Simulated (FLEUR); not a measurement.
# C under changes of volume

One of the cells (5.672 Å³/atom); the others are scaled copies at fixed shape and fractional positions:

```
C
1.0
     2.52210    0.00000    0.00000
    -1.26105    2.18420    0.00000
     0.00000    0.00000    8.23710
C
8
Direct
  0.66667 0.33333 0.84375
  0.33333 0.66667 0.34375
  0.66667 0.33333 0.65625
  0.33333 0.66667 0.15625
  0.00000 0.00000 0.90625
  0.00000 0.00000 0.40625
  0.00000 0.00000 0.59375
  0.00000 0.00000 0.09375
```

This is a hexagonal form of diamond, not graphite.

| Item | Value |
| --- | --- |
| Program | FLEUR MaX-R8.1 (later development tree) |
| Functional | RPBE |
| Potentials or basis | all-electron |
| Basis | FLAPW |
| Kmax | 5.5 1/bohr |
| k mesh | 12 × 12 × 4 |
| Occupations | fermi-dirac, width 0.05 eV |
| Spin | no spin polarisation |

```csv
volume (Å³/atom),energy over the lowest point (meV/atom),gap on the mesh (eV)
5.332,?,?
5.445,25.41,4.64
5.672,0.00,4.55
5.899,0.16,4.46
6.012,8.47,4.42
```

Problem. What does the run at 5.332 Å³/atom give?

Solution. Energy over the lowest point 49.29 meV/atom; gap on the mesh 4.68 eV.

Worked out: A Birch-Murnaghan fit of order 2 (a polynomial in V^(-2/3)) to the other rows has its minimum at 5.78 Å³/atom with B0 = V·E''(V) = 419 GPa at fixed shape and positions, which overstates the stiffness. It gives 49.36 meV/atom at 5.332 Å³/atom, against the run's 49.29. A straight line through the other rows of the gap, of slope -2.23 eV per unit of ln V, extrapolates to 4.69 eV, against the run's 4.68.

Energies are extrapolated to zero smearing.

A mesh can miss the band edges.
